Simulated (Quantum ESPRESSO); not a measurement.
VO2:

```
V O
1.0
     4.50720    0.00000    0.00000
     0.00000    4.50720    0.00000
     0.00000    0.00000    3.04445
V O
2 4
Direct
  0.50000 0.50000 0.50000
  0.00000 0.00000 0.00000
  0.20036 0.79964 0.50000
  0.79964 0.20036 0.50000
  0.70036 0.70036 0.00000
  0.29964 0.29964 0.00000
```

The cell is a database's computed one.

Base run:

| Quantity | Value |
| --- | --- |
| Program | Quantum ESPRESSO 7.5 |
| Functional | BP86 |
| Potentials or basis | PseudoDojo 0.4.1 SR PBE standard |
| Cutoff | 1143 eV |
| Density cutoff | 4572 eV |
| k mesh | 6 × 6 × 9 |
| Occupations | fermi-dirac, width 0.05 eV |
| Spin | collinear spin, ferromagnetic start |
| Starting moments | [2.0, 2.0, 0.0, 0.0, 0.0, 0.0] μB |

Its results: band gap on the k mesh none (metal or under the smearing width); pressure -9.5 GPa; net moment 2.00 μB per cell; site moments V +0.87; O -0.07 μB; largest force 0.238 eV/Å.

Task: The run is repeated on the same cell with these changes: functional from BP86 to LDA; potentials or basis from PseudoDojo 0.4.1 SR PBE standard to PseudoDojo 0.4.1 SR LDA stringent; cutoff from 1143 eV to 1252 eV; density cutoff from 4572 eV to 5007 eV. What comes out?

Result: Band gap on the k mesh none (metal or under the smearing width); pressure -23.1 GPa; net moment 2.00 μB per cell; site moments V +0.84; O -0.06 μB; largest force 0.326 eV/Å.

Caveats: semilocal functionals often make such compounds metallic where correlation or magnetic order opens a gap, which also shifts bond lengths; the potentials were made for another functional, which shifts forces and pressure (some runs); so large a pressure means that the cell lies far from this level's equilibrium, or that cutoff or potentials fall short (some runs).
